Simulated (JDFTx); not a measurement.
# C in JDFTx: convergence with k mesh

Aim: find how far k mesh must go before the results for C settle, at PBEsol. This setting moves, with any that are tied to it; all else stays.

Program: JDFTx 1.7.0 (patched build). These are calculated values, not measurements. Logs are shortened: lines on timing, memory, paths and dates and some standing lists are left out, and cuts for length are marked. The log counts tension as positive stress, the text compression.

### Step 1. Starting point

The cell holds a slab with vacuum, 2 atoms: a = 2.456 Å, b = 2.456 Å, c = 8.524 Å, α = 90.00°, β = 90.00°, γ = 120.00°.

### Step 2. With k mesh 2 × 2 × 1

C.in

```
lattice \
    4.6414889220    -2.3207444610     0.0000000000 \
    0.0000000000     4.0196473179     0.0000000000 \
    0.0000000000     0.0000000000    16.1076538906
coords-type Lattice
ion C      0.6666666667     0.3333333333     0.0000000000 1
ion C      0.3333333333     0.6666666667     0.0000000000 1

ion-species pseudo/C.upf
elec-cutoff 41 328
elec-ex-corr gga-PBEsol
kpoint-folding 2 2 1
elec-smearing Fermi 0.0018374661
elec-n-bands 9
electronic-SCF nIterations 100 energyDiffThreshold 1e-09
electronic-minimize nIterations 30 energyDiffThreshold 1e-7
converge-empty-states yes
forces-output-coords Cartesian

dump-name run.$VAR
dump End Ecomponents EigStats BandEigs Kpoints Forces Stress
```

Potentials or basis: PseudoDojo-SR-PBEsol-0.4.1-standard with smoothed tails.

Command:

```bash
$ jdftx -c 1 -i C.in -o C.out
```

Log:

```text
*************** JDFTx 1.7.0 (patched build) ***************

Input parsed successfully to the following command list (including defaults):
[... the input with its defaults ...]

---------- Setting up symmetries ----------

Found 24 point-group symmetries of the bravais lattice
Found 24 space-group symmetries with basis
Applied RMS atom displacement 2.67977e-10 bohrs to make symmetries exact.

---------- Initializing the Grid ----------
R =
[      4.64149     -2.32074            0  ]
[            0      4.01965            0  ]
[            0            0      16.1077  ]
unit cell volume = 300.523
G =
[     1.3537   0.781559         -0  ]
[          0    1.56312          0  ]
[          0         -0   0.390075  ]
Minimum fftbox size, Smin = [  40  40  132  ]
Chosen fftbox size, S = [  40  40  140  ]

---------- Initializing tighter grid for wavefunction operations ----------
R =
[      4.64149     -2.32074            0  ]
[            0      4.01965            0  ]
[            0            0      16.1077  ]
unit cell volume = 300.523
G =
[     1.3537   0.781559         -0  ]
[          0    1.56312          0  ]
[          0         -0   0.390075  ]
Minimum fftbox size, Smin = [  28  28  96  ]
Chosen fftbox size, S = [  28  28  96  ]

---------- Exchange Correlation functional ----------
Initalized PBEsol GGA exchange.
Initalized PBEsol GGA correlation.

---------- Setting up pseudopotentials ----------
Width of ionic core gaussian charges (only for fluid interactions / plotting) set to 0

Reading pseudopotential file 'pseudo/C.upf':
  'C' pseudopotential, 'PBESOL' functional
  Generated using ONCVPSP code by D. R. Hamann
  4 valence electrons, 2 orbitals, 4 projectors, 1001 radial grid points, with lMax = 1
    2S    l: 0   occupation:  2.0   eigenvalue: -0.501565
    2P    l: 1   occupation:  2.0   eigenvalue: -0.192331
  Core radius for overlap checks: 1.21 bohrs.

Initialized 1 species with 2 total atoms.

Folded 1 k-points by 2x2x1 to 4 k-points.

---------- Setting up k-points, bands, fillings ----------
Reduced to 2 k-points under symmetry.
Computing the number of bands and number of electrons
Calculating initial fillings.
nElectrons:   8.000000   nBands: 9   nStates: 2

----- Setting up reduced wavefunction bases (one per k-point) -----
average nbasis = 3790.250 , ideal nbasis = 3768.316

---------- Setting up ewald sum ----------
Optimum gaussian width for ewald sums = 2.380661 bohr.
Real space sum over 1575 unit cells with max indices [  7  7  3  ]
Reciprocal space sum over 2025 terms with max indices [  4  4  12  ]

---------- Allocating electronic variables ----------
Initializing wave functions:  linear combination of atomic orbitals
Note: number of bands (9) exceeds available atomic orbitals (8)
C pseudo-atom occupations:   s ( 2 )  p ( 2 )
	FillingsUpdate:  mu: -0.056258754  nElectrons: 8.000000
LCAOMinimize: Iter:   0  F: -11.2381620241098457  |grad|_K:  8.615e-04  alpha:  1.000e+00
	FillingsUpdate:  mu: -0.056844637  nElectrons: 8.000000
LCAOMinimize: Iter:   1  F: -11.2382218981548760  |grad|_K:  1.130e-05  alpha:  9.958e-01  linmin:  1.634e-01  cgtest: -9.309e-01
	FillingsUpdate:  mu: -0.056843119  nElectrons: 8.000000
LCAOMinimize: Iter:   2  F: -11.2382218989538174  |grad|_K:  1.084e-05  alpha:  1.280e+00  linmin: -1.368e-05  cgtest:  9.609e-01
LCAOMinimize: Encountered beta<0, resetting CG.
	FillingsUpdate:  mu: -0.056835874  nElectrons: 8.000000
LCAOMinimize: Iter:   3  F: -11.2382219083167225  |grad|_K:  4.178e-08  alpha:  9.833e-01  linmin: -3.330e-03  cgtest:  1.260e-02
LCAOMinimize: Encountered beta<0, resetting CG.
LCAOMinimize: Converged (|Delta F|<1.000000e-06 for 2 iters).

-------- Electronic minimization -----------
Will mix electronic density at each iteration.
	FillingsUpdate:  mu: -0.056835874  nElectrons: 8.000000
	FillingsUpdate:  mu: -0.080607083  nElectrons: 8.000000
SCF: Cycle:  0   F: -11.341638410980659   dF: -1.034e-01   |Residual|: 1.414e-01   |deigs|: 1.297e-01
	FillingsUpdate:  mu: -0.055367307  nElectrons: 8.000000
SCF: Cycle:  1   F: -11.350843674647100   dF: -9.205e-03   |Residual|: 7.315e-02   |deigs|: 3.446e-02
	FillingsUpdate:  mu: -0.021155366  nElectrons: 8.000000
SCF: Cycle:  2   F: -11.356011853626956   dF: -5.168e-03   |Residual|: 1.699e-02   |deigs|: 3.965e-02
	FillingsUpdate:  mu: -0.015667981  nElectrons: 8.000000
SCF: Cycle:  3   F: -11.356008903886703   dF: +2.950e-06   |Residual|: 8.944e-03   |deigs|: 4.476e-03
	FillingsUpdate:  mu: -0.001925474  nElectrons: 8.000000
SCF: Cycle:  4   F: -11.356224740038339   dF: -2.158e-04   |Residual|: 6.681e-03   |deigs|: 1.316e-02
	FillingsUpdate:  mu: -0.000000000  nElectrons: 8.000000
SCF: Cycle:  5   F: -11.356307047967682   dF: -8.231e-05   |Residual|: 4.127e-03   |deigs|: 1.140e-02
	FillingsUpdate:  mu: -0.000000000  nElectrons: 8.000000
SCF: Cycle:  6   F: -11.356307756206519   dF: -7.082e-07   |Residual|: 3.271e-03   |deigs|: 6.679e-03
	FillingsUpdate:  mu: -0.000000000  nElectrons: 8.000000
SCF: Cycle:  7   F: -11.356313291288828   dF: -5.535e-06   |Residual|: 1.130e-03   |deigs|: 3.402e-03
	FillingsUpdate:  mu: -0.000000000  nElectrons: 8.000000
SCF: Cycle:  8   F: -11.356314446038198   dF: -1.155e-06   |Residual|: 5.332e-04   |deigs|: 2.829e-03
	FillingsUpdate:  mu: -0.000000000  nElectrons: 8.000000
SCF: Cycle:  9   F: -11.356314787020127   dF: -3.410e-07   |Residual|: 8.993e-05   |deigs|: 9.166e-04
	FillingsUpdate:  mu: -0.000000000  nElectrons: 8.000000
SCF: Cycle: 10   F: -11.356314815466288   dF: -2.845e-08   |Residual|: 5.558e-05   |deigs|: 3.268e-04
	FillingsUpdate:  mu: -0.000000000  nElectrons: 8.000000
SCF: Cycle: 11   F: -11.356314819152288   dF: -3.686e-09   |Residual|: 1.393e-05   |deigs|: 1.490e-04
	FillingsUpdate:  mu: -0.000000000  nElectrons: 8.000000
SCF: Cycle: 12   F: -11.356314819860977   dF: -7.087e-10   |Residual|: 3.972e-06   |deigs|: 2.634e-05
	FillingsUpdate:  mu: -0.000000000  nElectrons: 8.000000
SCF: Cycle: 13   F: -11.356314820063554   dF: -2.026e-10   |Residual|: 2.174e-06   |deigs|: 8.195e-05
SCF: Converged (|Delta E|<1.000000e-09 for 2 iters).

Setting wave functions to eigenvectors of Hamiltonian
Converging empty states (this may take a while):
EmptyStates: None of the convergence criteria satisfied.
|deigs|: 4.615e-05

# Stress tensor in Cartesian coordinates [Eh/a0^3]:
[ -0.000316745            0            0  ]
[            0 -0.000316745            0  ]
[            0            0  1.66811e-06  ]

# Ionic positions in lattice coordinates:
ion C   0.666666666666667   0.333333333333333   0.000000000000000 1
ion C   0.333333333333333   0.666666666666667   0.000000000000000 1

# Forces in Cartesian coordinates:
force C  -0.000000000000000  -0.000000000000000  -0.000000000000000 1
force C  -0.000000000000000  -0.000000000000000  -0.000000000000000 1

# Energy components:
   Eewald =        9.0904687224130019
       EH =       19.0067699238562682
     Eloc =      -43.7537025603465537
      Enl =       -0.7244769271880054
      Exc =       -4.2865916766900547
 Exc_core =        0.5742054756570277
       KE =        8.7370122222347621
-------------------------------------
     Etot =      -11.3563148200635542

IonicMinimize: Iter:   0  F: -11.356314820063554  |grad|_K:        nan
IonicMinimize: None of the convergence criteria satisfied after 0 iterations.

#--- Lowdin population analysis ---
# oxidation-state C +0.040 +0.040

Dumping 'run.eigStats' ...
	eMin: -0.699596 at state 0 ( [ +0.000000 +0.000000 +0.000000 ] spin 0 )
	HOMO: -0.069399 at state 1 ( [ +0.000000 +0.500000 +0.000000 ] spin 0 )
	mu  : -0.000000
	LUMO: +0.079744 at state 1 ( [ +0.000000 +0.500000 +0.000000 ] spin 0 )
	eMax: +0.479800 at state 1 ( [ +0.000000 +0.500000 +0.000000 ] spin 0 )
	HOMO-LUMO gap: +0.149143
	Optical gap  : +0.149143 at state 1 ( [ +0.000000 +0.500000 +0.000000 ] spin 0 )
WARNING: the last solve of the electrons (or of bands or displaced states from it) ended unconverged.
Done!
[note: mu as printed may lie anywhere between the filled and the empty levels]
```

It took 6.2 s on 1 thread of Arm Neoverse V2, shared host; peak memory 0.1 GiB.

What came out:

```
Free energy            : -309.0211 eV
Band gap on the k mesh : 4.06 eV, direct
```

### Step 3. With k mesh 4 × 4 × 1

C.in, as its differences from that of step 2:

```diff
@@ -11,3 +11,3 @@
 elec-ex-corr gga-PBEsol
-kpoint-folding 2 2 1
+kpoint-folding 4 4 1
 elec-smearing Fermi 0.0018374661
```

Potentials or basis: PseudoDojo-SR-PBEsol-0.4.1-standard with smoothed tails.

Command:

```bash
$ jdftx -c 1 -i C.in -o C.out
```

Wall time 8.9 s (1 thread of Arm Neoverse V2, shared host); peak memory 0.11 GiB.

What came out:

| Quantity | Value |
| --- | --- |
| Free energy | -311.2036 eV |
| Band gap on the k mesh | 4.06 eV, direct |

### Step 4. With k mesh 5 × 5 × 1

C.in, as its differences from that of step 3:

```diff
@@ -11,3 +11,3 @@
 elec-ex-corr gga-PBEsol
-kpoint-folding 4 4 1
+kpoint-folding 5 5 1
 elec-smearing Fermi 0.0018374661
```

Command:

```bash
$ jdftx -c 1 -i C.in -o C.out
```

Wall time 9.7 s (1 thread of Arm Neoverse V2, shared host); peak memory 0.11 GiB.

What came out:

| Property | Result |
| --- | --- |
| Free energy | -311.1459 eV |
| Band gap on the k mesh | 2.83 eV, direct |

### Step 5. With k mesh 6 × 6 × 2

C.in, as its differences from that of step 4:

```diff
@@ -11,3 +11,3 @@
 elec-ex-corr gga-PBEsol
-kpoint-folding 5 5 1
+kpoint-folding 6 6 2
 elec-smearing Fermi 0.0018374661
```

Command:

```bash
$ jdftx -c 1 -i C.in -o C.out
```

It took 22 s on 1 thread of Arm Neoverse V2, shared host; peak memory 0.12 GiB.

Results:

```yaml
Free_energy: -311.1215 eV
Band_gap_on_the_k_mesh: none (metal or under the smearing width)
```

### Step 6. With k mesh 8 × 8 × 2

C.in, as its differences from that of step 5:

```diff
@@ -11,3 +11,3 @@
 elec-ex-corr gga-PBEsol
-kpoint-folding 6 6 2
+kpoint-folding 8 8 2
 elec-smearing Fermi 0.0018374661
```

Potentials or basis: PseudoDojo-SR-PBEsol-0.4.1-standard with smoothed tails.

Command:

```bash
$ jdftx -c 1 -i C.in -o C.out
```

Run time: 34 s. Hardware: 1 thread of Arm Neoverse V2, shared host; peak memory 0.12 GiB.

Results (log left out):

| Property | Result |
| --- | --- |
| Free energy | -311.1711 eV |
| Band gap on the k mesh | 1.99 eV, direct |

### Step 7. With k mesh 10 × 10 × 2

C.in, as its differences from that of step 6:

```diff
@@ -11,3 +11,3 @@
 elec-ex-corr gga-PBEsol
-kpoint-folding 8 8 2
+kpoint-folding 10 10 2
 elec-smearing Fermi 0.0018374661
```

Command:

```bash
$ jdftx -c 1 -i C.in -o C.out
```

It took 41 s on 1 thread of Arm Neoverse V2, shared host; peak memory 0.12 GiB.

It converged, with:

- Free energy: -311.1763 eV
- Band gap on the k mesh: 2.07 eV, direct

### Step 8. With k mesh 12 × 12 × 3

C.in, as its differences from that of step 7:

```diff
@@ -11,3 +11,3 @@
 elec-ex-corr gga-PBEsol
-kpoint-folding 10 10 2
+kpoint-folding 12 12 3
 elec-smearing Fermi 0.0018374661
```

Command:

```bash
$ jdftx -c 1 -i C.in -o C.out
```

Run time: 63 s. Hardware: 1 thread of Arm Neoverse V2, shared host; peak memory 0.13 GiB.

It converged, with:

```
Free energy            : -311.1663 eV
Band gap on the k mesh : none (metal or under the smearing width)
```

### Step 9. With k mesh 14 × 14 × 4

C.in, as its differences from that of step 8:

```diff
@@ -11,3 +11,3 @@
 elec-ex-corr gga-PBEsol
-kpoint-folding 12 12 3
+kpoint-folding 14 14 4
 elec-smearing Fermi 0.0018374661
```

Potentials or basis: PseudoDojo-SR-PBEsol-0.4.1-standard with smoothed tails.

Command:

```bash
$ jdftx -c 1 -i C.in -o C.out
```

Run time: 100 s. Hardware: 1 thread of Arm Neoverse V2, shared host; peak memory 0.16 GiB.

It converged, with:

* Free energy: -311.1723 eV
* Band gap on the k mesh: 1.23 eV, direct

### Step 10. The series at a glance

| k mesh | energy less the tightest run, at zero smearing (meV/atom) | gap on the mesh (eV) | SCF cycles | CPU time (s) | peak memory (GiB) |
| --- | --- | --- | --- | --- | --- |
| 2 × 2 × 1 | 1075.59 | 4.058 | 14 | 6.2 | 0.1 |
| 4 × 4 × 1 | -15.70 | 4.062 | 15 | 8.9 | 0.11 |
| 5 × 5 × 1 | 13.20 | 2.827 | 14 | 9.7 | 0.11 |
| 6 × 6 × 2 | 27.32 | 0.000 | 15 | 22 | 0.12 |
| 8 × 8 × 2 | 0.60 | 1.993 | 15 | 34 | 0.12 |
| 10 × 10 × 2 | -2.02 | 2.065 | 15 | 41 | 0.12 |
| 12 × 12 × 3 | 3.48 | 0.000 | 15 | 63 | 0.13 |
| 14 × 14 × 4 | 0.00 | 1.230 | 15 | 100 | 0.16 |

Not settled before the last step: the energy (to 1 meV/atom), the gap on the mesh (to 0.01 eV). Meshes of other sizes hit other points, so gaps and Fermi surfaces needn't settle smoothly. The tightest run that finished is the yardstick and may itself not be fully converged.
